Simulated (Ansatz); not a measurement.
# Preparing KMgF3 (Pm-3m) as a host crystal

Before any defect goes in: KMgF3 (Pm-3m) at rest, and how it screens a charge.

Program: Ansatz 0.2.0. Level of theory: plane-wave PAW DFT, PBE; relaxation of the host's cell and atoms, in the first sound run; inputs show where later runs differ. Results are calculated unless marked as measured.

## 1. Starting point

It takes space group Pm-3m (No. 221, cubic). Conventional cell: a = 3.978 Å, b = 3.978 Å, c = 3.978 Å, α = 90.00°, β = 90.00°, γ = 90.00°. Nearest to K lie 12 F at 2.81 Å. Nearest to Mg lie 6 F at 1.99 Å. Nearest to F lie 2 Mg at 1.99 Å and 4 K at 2.81 Å. Farther neighbours and most contacts between anions are not listed.

## 2. Host cell relaxation

Cell and atoms are relaxed together, until forces and stress fall under their thresholds.

The input, cell/input.yaml:

```yaml
crystal:
  lattice:
    - [3.9784682, 0.0, 0.0]
    - [0.0, 3.9784682, 0.0]
    - [0.0, 0.0, 3.9784682]
  atoms:
    - { symbol: K, position: [0.5, 0.5, 0.5] }
    - { symbol: Mg, position: [0.0, 0.0, 0.0] }
    - { symbol: F, position: [0.0, 0.5, 0.0] }
    - { symbol: F, position: [0.0, 0.0, 0.5] }
    - { symbol: F, position: [0.5, 0.0, 0.0] }
basis:
  ecutwfc: 420
  xc_grid: 2
hamiltonian:
  xc: pbe
kpoints:
  mp_grid: { grid: [7, 7, 7] }
scf:
  occupations: { method: fixed }
  max_iter: 100
relax:
  f_tol: 0.005
  max_steps: 60
  cell: {}
output:
  forces: true
  stress: true
checkpoint:
  write: "../cell.run"
  compress: false
  write_wavefunctions: false
  write_every: 100000
```

The run is started by

```console
$ ansatz run input.yaml --threads 4 --pin off --max-ram 9420MiB --backend cpu --events-out ev --progress --plain --runs-dir out
```

Numbers of over 12 decimals in the logs are rounded to 6 here.

The log of the run:

```text
[... repeated set-up lines and file paths are left out, and long positions are rounded to six places ...]
Engine: ansatz 0.2.0, aarch64-unknown-linux-gnu
Pseudopotentials: kind: paw
Pseudopotential: K, paw, valence charge 9, recommended cutoff 420 eV (normal), K.paw.azcp
Pseudopotential: Mg, paw, valence charge 10, recommended cutoff 420 eV (normal), Mg.paw.azcp
Pseudopotential: F, paw, valence charge 7, recommended cutoff 420 eV (normal), F.paw.azcp
Functional definition: PBE
  parameter kappa = 0.804
  parameter beta = 0.066725
  exchange = pbe_x(kappa = kappa, mu = beta*pi^2/3)
  correlation = pbe_c(beta = beta)
Crystal: 5 atoms, lattice volume = 62.972 Å³
Basis set: ecut = 420 eV, 1237 PW (Γ), exchange–correlation on 54×54×54 points (8 copies of the dense FFT grid, shifted against one another)
Bands: 25, of which v1, the nominal top of the filled ones, is band 20 counted from 1 (19 counted from 0)
Symmetry: 48 space group operations
Space group: Pm-3m (ITA 221), of the structure as read, at distance tolerance 4.0e-5 Å
k-points: 20 of 343
Non-local potential: K, projectors of the file, l = 0: 3, l = 1: 2, l = 2: 2
Non-local potential: Mg, projectors of the file, l = 0: 3, l = 1: 2, l = 2: 1
Non-local potential: F, projectors of the file, l = 0: 2, l = 1: 2, l = 2: 1
PAW form: soft (Blöchl's): semilocal exchange-correlation on the pseudo side does not see the compensation charge
PAW one-centre angular grid: K, 110 points (default); XC on 64 Gauss nodes
PAW one-centre angular grid: Mg, 110 points (default); XC on 64 Gauss nodes
PAW one-centre angular grid: F, 110 points (default); XC on 64 Gauss nodes
Initial density: superposition of atomic densities (neutral atoms: chi_scale 0, normalization atom), corrected by the library's trained network
Initial wavefunctions: pseudopotential atomic-orbital guess
Functional: x = pbe(κ = 0.804, μ = 0.219515), c = pbe(β = 0.066725)
SCF iter   1: F=—  HF=-5894.690834 eV  |F-HF|=—  |Δ(HF+E_count)|=         —  Δρ=4.87e-4  dr2=3.67e-5  ethr=1.77e-3  ⟨swp⟩=4.5  Hψ=2108  notcnv=0  defer=31
preconditioner: auto → Resta (q_TF=auto, 2.530 Å⁻¹)  ε∞=2.9  [insulator: Δε(μ)=7.404 eV  Ē_g=19.265 eV  n_scr=18 (ndim 8)  ℏωp=26.5 eV  f_vac=0.032  ε∞_Penn≈2.9]
SCF iter   2: F=—  HF=-5894.690559 eV  |F-HF|=—  |Δ(HF+E_count)|=   2.75e-4  Δρ=2.70e-4  dr2=1.40e-5  ethr=9.17e-8  ⟨swp⟩=3.0  Hψ=1331  notcnv=0  defer=56
SCF iter   3: F=—  HF=-5894.690697 eV  |F-HF|=—  |Δ(HF+E_count)|=   1.39e-4  Δρ=1.63e-4  dr2=9.72e-6  ethr=3.50e-8  ⟨swp⟩=2.0  Hψ=912  notcnv=0  defer=36
automatic band count: iteration 3 solves 24 bands in place of 25: the levels show a gap, and the empty bands left out lie too high to hold charge; the band table lists the bands solved (type scf.n_extra_bands for more)
SCF iter   4: F=—  HF=-5894.690695 eV  |F-HF|=—  |Δ(HF+E_count)|=   2.14e-6  Δρ=4.27e-5  dr2=8.03e-7  ethr=2.43e-8  ⟨swp⟩=2.0  Hψ=660  notcnv=0  defer=37
iter 5 did not close the SCF: its close was put off for the readings that it lacked (scf_convergence_deferred on its scf_iter line)
SCF iter   5: F=-5894.690697 eV  HF=-5894.690697 eV  |F-HF|=3.50e-8  |Δ(HF+E_count)|=   1.37e-6  Δρ=1.13e-5  dr2=5.84e-8  ethr=2.01e-9  ⟨swp⟩=2.0  Hψ=780  notcnv=0  defer=37
SCF iter   6: F=-5894.690697 eV  HF=-5894.690697 eV  |F-HF|=2.13e-9  |Δ(HF+E_count)|=   5.50e-8  Δρ=2.86e-6  dr2=3.44e-9  ethr=1.46e-10  ⟨swp⟩=2.6  Hψ=1774  notcnv=0
SCF 1 converged in 6 iterations: F = -5894.690697 eV  dr2 = 3.44e-9
  greatest PAW one-centre occupation: 1.000 electrons in one spin orbital (limit 2), on the Mg atom at site 1 (counted from 0), in its partial waves of l = 0
relax step   1: F+E_penalty+E_count = -5894.69069670 eV  Δ(F+E_penalty+E_count) = +0.000e0 eV  max|allowed force component| = 9.624e-30 eV/Å  Δτ_max = 0.0000 Å  P = +4.250 GPa  Ω = 62.972 Å³  (6 SCF iters, dr2 threshold 1.00e-7 eV, accepted)
[... the SCF cycles and remarks between the steps are left out from here to the last step ...]
relax step   2: F+E_penalty+E_count = -5894.71651884 eV  Δ(F+E_penalty+E_count) = -2.582e-2 eV  max|allowed force component| = 3.342e-29 eV/Å  Δτ_max = 0.0000 Å  P = +2.065 GPa  Ω = 64.550 Å³  energy of the carried Pulay correction = -5.096e-3 eV  (5 SCF iters, dr2 threshold 5.00e-7 eV, accepted)
relax step   3: F+E_penalty+E_count = -5894.72199881 eV  Δ(F+E_penalty+E_count) = -5.480e-3 eV  max|allowed force component| = 2.732e-29 eV/Å  Δτ_max = 0.0000 Å  P = +0.097 GPa  Ω = 66.116 Å³  energy of the carried Pulay correction = -1.003e-2 eV  (5 SCF iters, dr2 threshold 5.00e-7 eV, accepted)
relax step   4: F+E_penalty+E_count = -5894.72177607 eV  Δ(F+E_penalty+E_count) = +2.227e-4 eV  max|allowed force component| = 4.749e-29 eV/Å  Δτ_max = 0.0000 Å  P = +0.002 GPa  Ω = 66.195 Å³  energy of the carried Pulay correction = -1.028e-2 eV  (5 SCF iters, dr2 threshold 2.38e-8 eV, accepted)
relax step   5: F+E_penalty+E_count = -5894.73634687 eV  Δ(F+E_penalty+E_count) = -1.457e-2 eV  max|allowed force component| = 6.148e-29 eV/Å  Δτ_max = 0.0000 Å  P = +0.450 GPa  Ω = 66.195 Å³  stress off target by 4.50e-1 GPa  SCF on the basis re-selected at this cell (its energy is not comparable with the rows above)  (7 SCF iters)
relax step   6: F+E_penalty+E_count = -5894.73573718 eV  Δ(F+E_penalty+E_count) = +6.097e-4 eV  max|allowed force component| = 7.284e-29 eV/Å  Δτ_max = 0.0000 Å  P = +0.054 GPa  Ω = 66.571 Å³  energy of the carried Pulay correction = -1.197e-3 eV  (4 SCF iters, dr2 threshold 5.00e-7 eV, accepted)
relax step   7: F+E_penalty+E_count = -5894.73558398 eV  Δ(F+E_penalty+E_count) = +1.532e-4 eV  max|allowed force component| = 3.839e-29 eV/Å  Δτ_max = 0.0000 Å  P = +0.002 GPa  Ω = 66.620 Å³  energy of the carried Pulay correction = -1.359e-3 eV  (5 SCF iters, dr2 threshold 7.35e-9 eV, accepted)
iter 1 solved again at ethr=2.01e-8 eV; its pass at ethr=3.10e-3 eV (dr2=8.04e-6 eV) is discarded
SCF iter   1: F=—  HF=-5894.736355 eV  |F-HF|=—  |Δ(HF+E_count)|=         —  Δρ=5.72e-5  dr2=3.37e-7  ethr=2.01e-8  ⟨swp⟩=3.6  Hψ=3528  notcnv=0  defer=56
SCF iter   2: F=—  HF=-5894.736913 eV  |F-HF|=—  |Δ(HF+E_count)|=   5.58e-4  Δρ=3.27e-5  dr2=1.09e-7  ethr=8.44e-10  ⟨swp⟩=3.0  Hψ=1020  notcnv=0  defer=32
SCF iter   3: F=—  HF=-5894.736914 eV  |F-HF|=—  |Δ(HF+E_count)|=   8.35e-8  Δρ=1.22e-5  dr2=3.58e-8  ethr=2.72e-10  ⟨swp⟩=2.0  Hψ=880  notcnv=0  defer=32
SCF iter   4: F=—  HF=-5894.736914 eV  |F-HF|=—  |Δ(HF+E_count)|=   1.80e-8  Δρ=3.50e-6  dr2=1.37e-9  ethr=8.96e-11  ⟨swp⟩=2.0  Hψ=660  notcnv=0  defer=32
SCF iter   5: F=—  HF=-5894.736914 eV  |F-HF|=—  |Δ(HF+E_count)|=   2.15e-9  Δρ=9.23e-7  dr2=3.43e-10  ethr=3.42e-12  ⟨swp⟩=2.0  Hψ=880  notcnv=0  defer=32
SCF iter   6: F=-5894.736914 eV  HF=-5894.736914 eV  |F-HF|=2.73e-12  |Δ(HF+E_count)|=  1.08e-10  Δρ=9.80e-8  dr2=5.13e-12  ethr=1.00e-12  ⟨swp⟩=3.0  Hψ=2136  notcnv=0
SCF 8 converged in 6 iterations: F = -5894.736914 eV  dr2 = 5.13e-12
relax step   8: F+E_penalty+E_count = -5894.73691359 eV  Δ(F+E_penalty+E_count) = -1.330e-3 eV  max|allowed force component| = 1.941e-29 eV/Å  Δτ_max = 0.0000 Å  P = +0.019 GPa  Ω = 66.620 Å³  stress off target by 1.86e-2 GPa  SCF on the basis re-selected at this cell (its energy is not comparable with the rows above)  (6 SCF iters)
basis re-selected at this cell: Δ(F+E_penalty+E_count) = -1.330e-3 eV, ΔP = +0.017 GPa vs the last step (what re-selecting the basis moved, of the pressure what is left beyond the Pulay correction that the steps carried, after the strain that the cell walked [...]
SCF converged after 6 iterations
Free energy (F): -5894.736914 eV
Harris-Foulkes:  -5894.736914 eV  (|F-HF|=2.73e-12)
Internal energy: -5894.736914 eV  (E = F + TS)
E sigma→0 (E₀):  -5894.736914 eV
Fermi energy:    2.352496 eV
--- Per-component energies (eV) ---
  E_band       = -519.770760
  E_kinetic    = 954.719506
  E_local      = -3802.921499  (includes V_loc(G=0)·N_el)
  E_nonlocal   = 327.666696
  E_hartree    = 1384.575675
  E_xc         = -406.643167
  E_vxc        = -513.101486  (∫ρ·V_xc dr)
  E_paw        = -1676.126440  (= ΣΔE_a)
  E_vpaw       = -255.291697  (= ΣTr[D̂ρ^β])
  E_aug_tail   = 0.006324  (compensation charges beyond the density's cutoff)
  E_ewald      = -2676.014008
  E_smearing   = -0.000000  (= −TS)
  E_closure    = 0.000000  (closes the sum)
  Σ components = -5894.736914   (vs F -5894.736914, Δ=0.00e0)
--- Forces (eV/Å), atoms counted from 1 ---
  atom   1  K     -0.00000000     0.00000000     0.00000000
  atom   2  Mg     0.00000000    -0.00000000    -0.00000000
  atom   3  F      0.00000000     0.00000000    -0.00000000
  atom   4  F      0.00000000     0.00000000    -0.00000000
  atom   5  F     -0.00000000     0.00000000     0.00000000
  max |Σ_I F_I| component: 2.66e-29 eV/Å
--- Stress (GPa, compression-positive) ---
        0.018595       0.000000      -0.000000
        0.000000       0.018595       0.000000
       -0.000000       0.000000       0.018595
  P = ⅓ Tr σ = 0.0186 GPa (0.186 kbar)
--- Relaxed structure (6 steps of the walk, 6 accepted, 2 SCFs on fresh bases) ---
  F+E_penalty+E_count = -5894.73691359 eV   max|allowed force component| = 1.941e-29 eV/Å   (the final SCF, on the basis selected at the relaxed cell)
  cell:  # Å, volume = 66.6200 Å³
    - [4.053856, 0, 0]
    - [0, 4.053856, 0]
    - [0, 0, 4.053856]
  atoms:
    - { symbol: K, position: [0.500000, 0.500000, 0.500000] }
    - { symbol: Mg, position: [0, 0, 0] }
    - { symbol: F, position: [0, 0.500000, 0] }
    - { symbol: F, position: [0, 0, 0.500000] }
    - { symbol: F, position: [0.500000, 0, 0] }
```

The job ended after 4 s (4 threads of Arm Neoverse V1, shared host; peak memory 0.34 GiB; 14 s of CPU time).

The steps of the relaxation:

```tsv
step	energy less that of the first step (eV)	largest force component (eV/Å)	pressure (GPa)	volume (Å³)
1	0.0000	0.0000	4.25	62.97
2	-0.0258	0.0000	2.07	64.55
3	-0.0313	0.0000	0.10	66.12
4	-0.0311	0.0000	0.00	66.20
5	-0.0457	0.0000	0.45	66.20
6	-0.0450	0.0000	0.05	66.57
7	-0.0449	0.0000	0.00	66.62
8*	-0.0462	0.0000	0.02	66.62
```

Relaxation steps marked * repeat the geometry before them on a plane-wave basis chosen anew for their cell, so energy and pressure can jump there. The log counts 2 steps on a newly chosen plane-wave basis, not all of them marked here; energy and pressure can jump at such steps.

The run keeps the 48 symmetry operations that it works with, so distortions that break them were not tested.

```tsv
conventional cell, symmetrised	before	after	change
a (Å)	3.978	4.054	+1.9 %
b (Å)	3.978	4.054	+1.9 %
c (Å)	3.978	4.054	+1.9 %
volume (Å³/atom)	12.59	13.32	+5.8 %
```

This step gave:

* pressure: 0.01859 GPa

The relaxation ends with a pressure of 0.02 GPa.

## 3. Dielectric tensors of the host

The response to a uniform electric field gives the electronic dielectric tensor.

This step: plane-wave PAW DFPT, PBEsol; dielectric tensors, Born charges and zone-centre modes of the host (Ansatz 0.2.0).

The input, eps/input.yaml:

```yaml
crystal:
  lattice:
    - [4.0538558823, 0.0, 0.0]
    - [0.0, 4.0538558823, 0.0]
    - [0.0, 0.0, 4.0538558823]
  atoms:
    - { symbol: K, position: [0.5, 0.5, 0.5] }
    - { symbol: Mg, position: [0.0, 0.0, 0.0] }
    - { symbol: F, position: [0.0, 0.5, 0.0] }
    - { symbol: F, position: [0.0, 0.0, 0.5] }
    - { symbol: F, position: [0.5, 0.0, 0.0] }
basis:
  ecutwfc: 420
hamiltonian:
  xc: pbesol
kpoints:
  mp_grid: { grid: [6, 6, 6] }
scf:
  occupations: { method: fixed }
  max_iter: 100
phonons:
  method: dfpt
  dielectric: true
  rigid_motions: translations
```

The log of the run:

```text
[...]
Crystal: 5 atoms, lattice volume = 66.620 Å³
Basis set: ecut = 420 eV, 1309 PW (Γ), exchange–correlation on 60×60×60 points (8 copies of the dense FFT grid, shifted against one another)
Bands: 25, of which v1, the nominal top of the filled ones, is band 20 counted from 1 (19 counted from 0)
Symmetry: 48 space group operations
k-points: 80 of 216 (irreducible under 2 space group operations, time reversal used)
[...]
SCF iter   1: F=—  HF=-5837.486258 eV  |F-HF|=—  |Δ(HF+E_count)|=         —  Δρ=1.33e-2  dr2=7.36e-2  ethr=1.77e-3  ⟨swp⟩=4.4  Hψ=8406  notcnv=0  defer=149
[...]
SCF iter   8: F=-5837.463191 eV  HF=-5837.463191 eV  |F-HF|=1.55e-11  |Δ(HF+E_count)|=  5.06e-10  Δρ=1.40e-7  dr2=5.94e-12  ethr=1.00e-12  ⟨swp⟩=11.4  Hψ=13118  notcnv=0
SCF 1 converged in 8 iterations: F = -5837.463191 eV  dr2 = 5.94e-12
[...]
DFPT response loops at Γ: preconditioner auto → none (the input reference at scf.mixing.eps_inf says where Resta's filter doesn't serve); β = 0.50; Broyden in place of MSR1
SCF converged after 8 iterations
Free energy (F): -5837.463191 eV
[...]
Internal energy: -5837.463191 eV  (E = F + TS)
E sigma→0 (E₀):  -5837.463191 eV
Fermi energy:    2.279952 eV
[...]
--- Band table (eV; the first three rows and the last of 80) ---
[...]
[... further k-points left out ...]
--- Phonons (Γ-DFPT): 4 representative perturbations + reference, on 80 of 216 k-points (Σ response iterations 13) ---
  k mesh reduced under 2 symmetry operations, with k and −k counted as one. Each operation leaves every solved perturbation unchanged. A smaller set is not considered because the run solves the response to a homogeneous field
  ASR residual: 2.772e-4 → 0.000e0 eV/Å²; symmetrization residual: 1.885e-6 eV/Å²
  ASR residual per site (eV/Å²): 2.68e-5 2.77e-4 1.44e-4 1.44e-4 1.44e-4
  Γ frequencies (cm⁻¹): 0.00 0.00 0.00 124.25 124.25 124.25 173.73 173.73 173.73 277.72 277.72 277.72 409.41 409.41 409.41
  ε∞ (high-frequency dielectric tensor):
        2.096607    -0.000000     0.000000
        0.000000     2.096607     0.000000
        0.000000     0.000000     2.096607
  ε⁰ (static dielectric tensor: ions relaxed, cell fixed):
        8.175523    -0.000000     0.000000
       -0.000000     8.175523     0.000000
        0.000000     0.000000     8.175523
  ε⁰ − ε∞ (ionic part):
        6.078916    -0.000000     0.000000
       -0.000000     6.078916     0.000000
        0.000000     0.000000     6.078916
  softest optical mode at Γ: 124.25 cm⁻¹; the repairs (sum rule, projections) moved no ω² at Γ by more than (1.87 cm⁻¹)²
  Born effective charges Z* (e; rows j = field, columns β = displacement):
    site 0:
         1.18574    0.00000   -0.00000
         0.00000    1.18574    0.00000
         0.00000   -0.00000    1.18574
    site 1:
         2.01716   -0.00000    0.00000
        -0.00000    2.01716    0.00000
         0.00000   -0.00000    2.01716
    site 2:
        -0.95295   -0.00000    0.00000
         0.00000   -1.29699    0.00000
         0.00000    0.00000   -0.95295
    site 3:
        -0.95295    0.00000    0.00000
        -0.00000   -0.95295    0.00000
         0.00000    0.00000   -1.29699
    site 4:
        -1.29699   -0.00000    0.00000
        -0.00000   -0.95295    0.00000
         0.00000   -0.00000   -0.95295
  Z* charge neutrality: 1.468e-6 e pre-enforcement
  k-mesh period / interband length: 24.3 Å / 0.87 Å = 27.84 at k = (0.0000, 0.0000, 0.0000), direct gap 7.106 eV — 14 or more, which is no proof of convergence
  optical modes at Γ without the LO–TO term, one row a degenerate level:
      ω (cm⁻¹)  modes    IR ((D/Å)²/amu)
        124.25      3             5.8076
        173.73      3             0.0000
        277.72      3             9.7250
        409.41      3            11.2882
  optical modes at Γ + LO–TO along q̂ = [1.0000, 0.0000, 0.0000]:
      ω (cm⁻¹)  modes    IR ((D/Å)²/amu)
        124.25      2             3.8717
        166.41      1             0.2977
        173.73      3             0.0000
        277.72      2             6.4834
        327.77      1             0.8940
        409.41      2             7.5255
        511.44      1             7.7486
  optical modes at Γ + LO–TO along q̂ = [0.0000, 1.0000, 0.0000]:
      ω (cm⁻¹)  modes    IR ((D/Å)²/amu)
        124.25      2             3.8717
        166.41      1             0.2977
        173.73      3             0.0000
        277.72      2             6.4834
        327.77      1             0.8940
        409.41      2             7.5255
        511.44      1             7.7486
  optical modes at Γ + LO–TO along q̂ = [0.0000, 0.0000, 1.0000]:
      ω (cm⁻¹)  modes    IR ((D/Å)²/amu)
        124.25      2             3.8717
        166.41      1             0.2977
        173.73      3             0.0000
        277.72      2             6.4834
        327.77      1             0.8940
        409.41      2             7.5255
        511.44      1             7.7486
```

It took 25 s on 4 threads; peak memory 0.78 GiB.

Reading the cycles: dr2 is the Hartree energy of the density residual (eV), the measure of convergence; HF is the Harris–Foulkes estimate of the energy, which meets the free energy F at convergence.

Electronic dielectric tensor:

```
2.10 0.00 0.00
0.00 2.10 0.00
0.00 0.00 2.10
```

Static dielectric tensor:

```
8.18 0.00 0.00
0.00 8.18 0.00
0.00 0.00 8.18
```

The electronic dielectric tensor is isotropic, 2.10. The static dielectric tensor is isotropic, 8.18.

[end of part 1 of 2]

[Logs are printed without paths, hosts, clocks, repeated set-up lines and the standing remarks that a program may print on its own settings, such as how far it seeks lower states.]

[Hosts, paths, dates, database ids (printed as entryN), source tags and the programs' standing remarks are cut or masked in the printed files.]

[Runs of the host that timed out are not shown.]

[For some hosts the program warned that the k-mesh of the response run may be too coarse for force constants and the static dielectric constant; such warnings are not always shown.]
